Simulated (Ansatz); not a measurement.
# Hg (Fm-3m): electronic heat capacity and spin susceptibility from the density of states

Method: DFT PBE+D3(BJ), scalar-relativistic, plane waves, PAW in Ansatz 0.2.0.

Plane waves to 420 eV, a k mesh through Γ of 16×16×16 on the computed 1-atom cell and Gaussian smearing (0.10 eV); no spin polarisation.

Relaxed cell: Fm-3m, a = 4.634 Å, b = 4.634 Å, c = 4.634 Å, α = 90.00°, β = 90.00°, γ = 90.00°, 1 atom in the primitive cell. This fcc form isn't the element's structure at ambient conditions.

The density of states at the Fermi level is 0.375 states/eV in the cell of 1 atom (1 formula unit; both spins, tetrahedra on a 24×24×24 mesh).

**Question.** What Sommerfeld coefficient and Pauli susceptibility does this give?

**Answer.** Per formula unit N(E_F) = 0.375 states/eV. γ = (π²/3) k_B² N(E_F) N_A = 2.357 mJ/(mol K²) per state/eV, so γ = 0.9 mJ/(mol K²), a mole of formula units. χ_P = μ_B² N(E_F) N_A = 3.23×10⁻⁵ emu/mol per state/eV gives 1.2×10⁻⁵ emu/mol. This is the bare band result: a measured γ of the same phase is as a rule larger by a factor 1 + λ from phonons and spin fluctuations, the spin part of χ is larger by the Stoner factor, and a measured χ also holds orbital and core terms. N(E_F) at one energy is sensitive to the mesh where the density of states has sharp peaks.

Spin-orbit coupling is left out, which matters for the bands of heavy elements.

Cost: 1 run of about 0.17 core-minutes, on Arm Neoverse V1 (shared hosts).